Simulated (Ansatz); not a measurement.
Runs of Ansatz 0.2.0 on Sn. It takes space group Immm (No. 71, orthorhombic). The conventional cell has a = 3.453 Å, b = 3.551 Å, c = 4.677 Å, α = 90.00°, β = 90.00°, γ = 90.00°. Sn (site symmetry mmm) has 12 Sn at 3.41 to 3.55 Å as nearest neighbours. This isn't the form of Sn at room conditions, which is tetragonal (white tin).

```tsv
task	level	cell	smearing	gap on the mesh (eV)	pressure (GPa)	relaxed volume (Å³/atom)
single point	PBE	as given	gaussian 0.025 eV	none	-1.0	-
single point	PBE	as given	gaussian 0.016 eV	none	-1.0	-
single point	PBE	as given	gaussian 0.026 eV	none	-1.0	-
single point	PBE	as given	gaussian 0.018 eV	none	-1.0	-
single point	PBE	as given	gaussian 0.013 eV	none	-1.0	-
relaxation of cell and atoms	PBE+D4	relaxed	fermi-dirac 0.05 eV	none	0.0	(a)
single point	PBE	as given	gaussian 0.019 eV	none	-1.0	-
single point	PBE	as given	gaussian 0.014 eV	none	-1.0	-
relaxation of cell and atoms	RPBE+D4	relaxed	fermi-dirac 0.05 eV	none	0.0	26.65
relaxation of cell and atoms	PBEsol+D4	relaxed	fermi-dirac 0.05 eV	none	0.0	25.87
single point	PBE	as given	gaussian 0.021 eV	none	-1.0	-
single point	PBE	as given	gaussian 0.024 eV	none	-1.0	-
```

Alike in all rows: potentials or basis Ansatz PAW; no spin polarisation; k mesh 11 × 11 × 11; cutoff (eV) 420.

**Question.** Estimate the missing entries.

**Answer.** (a) 26.81.

Caveats: the plane-wave basis is chosen anew once the cell has moved, so the energies of steps on either side of that aren't comparable (some runs); pairwise dispersion overbinds metals, which lowers pressure and volume (some runs); the PAW data sets come from PBE, with cores solved anew for the run's functional, which leaves a small shift of forces and pressure (some runs).

A k mesh can miss the band edges, and the runs leave out spin-orbit coupling on Sn.

A gap of «none» marks a metal or a gap under the smearing width.
